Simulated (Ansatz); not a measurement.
GeO2 (rutile)

```cif
data_Ge2O4
_chemical_formula_sum 'Ge2 O4'
_space_group_name_H-M_alt 'P42/mnm'
_space_group_IT_number 136
_space_group_name_Hall '-P 4n 2n'
_cell_length_a 4.48750
_cell_length_b 4.48750
_cell_length_c 2.90497
_cell_angle_alpha 90.000
_cell_angle_beta 90.000
_cell_angle_gamma 90.000
loop_
_atom_site_label
_atom_site_type_symbol
_atom_site_symmetry_multiplicity
_atom_site_Wyckoff_symbol
_atom_site_fract_x
_atom_site_fract_y
_atom_site_fract_z
_atom_site_occupancy
Ge1 Ge 2 a 0.00000 0.00000 0.00000 1
O1 O 4 f 0.30714 0.30714 0.00000 1
```

The relaxed cell is deformed in two ways at once: its volume V is scaled, and at that volume it is stretched along z (the c axis of the conventional cell) so that c/a changes. Fractional atomic positions are held.

Calculation: PBE (plane waves to 420 eV, PAW, scalar-relativistic; Ansatz, a quantum-chemistry and plane-wave program). k mesh 8×8×11 (Γ-centred), Fermi-Dirac smearing 0.05 eV. The energy includes the smearing's −TS. As the atoms are clamped, bonds stretch with the cell, which overstates energies and stresses. GeO2 was relaxed with its symmetry unable to fall. ΔE is measured from the relaxed starting cell.

**Question.** Give the computed ΔE (meV/atom) at all points of the grid V/V₀ = 0.960, 0.973, 0.987, 1.000, 1.013, 1.027, 1.040 by (c/a)/(c/a)₀ = 0.960, 0.973, 0.987, 1.000, 1.013, 1.027, 1.040.

**Answer.** ΔE (meV/atom), with V/V₀ across and (c/a)/(c/a)₀ down:

```tsv
(c/a)/(c/a)₀ \ V/V₀	0.960	0.973	0.987	1.000	1.013	1.027	1.040
0.960	27.4	18.6	12.8	9.7	9.1	10.8	14.7
0.973	19.7	11.7	6.6	4.2	4.3	6.6	11.1
0.987	14.7	7.3	2.8	1.0	1.7	4.6	9.6
1.000	11.9	5.2	1.3	0.0	1.2	4.6	10.2
1.013	11.3	5.1	1.7	1.0	2.6	6.5	12.5
1.027	12.7	7.0	4.1	3.7	5.8	10.1	16.5
1.040	16.0	10.7	8.1	8.2	10.6	15.2	21.9
```

(Under strain, the slope of the energy per volume gives the stress and its curvature an elastic modulus.)
